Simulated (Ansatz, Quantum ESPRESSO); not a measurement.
# puckered SnSe, 1 layer: the gap along the path at a withheld member of a series

How the rows were computed: Quantum ESPRESSO 7.5, PBE, GBRV ultrasoft. Cell and atoms are first relaxed; each strained cell is then held, the other axis too, and the atoms relax in it. A periodic run with 15 Å of vacuum in the starting cell gives the vacuum levels, and bands follow along a path. The series steps strain along the first axis.

| strain along the first axis | gap along the path (eV) |
| --- | --- |
| -4 % | 0.459 |
| -3 % | 0.571 |
| -2 % | 0.662 |
| -1 % | 0.767 |
| 1 % | 0.817 |
| 2 % | 0.866 |
| 3 % | 0.914 |
| 4 % | 0.962 |

To predict: What is the gap along the path at 0 %?

**Worked estimate.** The rows at -1 % and 1 % give a slope of (0.817 − (0.767))/(1 − (−1)) = 0.025, so a straight line gives 0.792 eV. A parabola through these and the row at -2 % gives 0.819 eV.

**Check.** 0.778 eV. The line misses by +0.014 and the parabola by +0.041 eV. The line does better here.

**Limits.** Semilocal gaps are too small; the 1×1 cell can't ripple over many cells under compression as a free sheet would. No spin-orbit coupling. The relaxed reference cell is not at the least energy of this series, so the strains count from a biased zero.
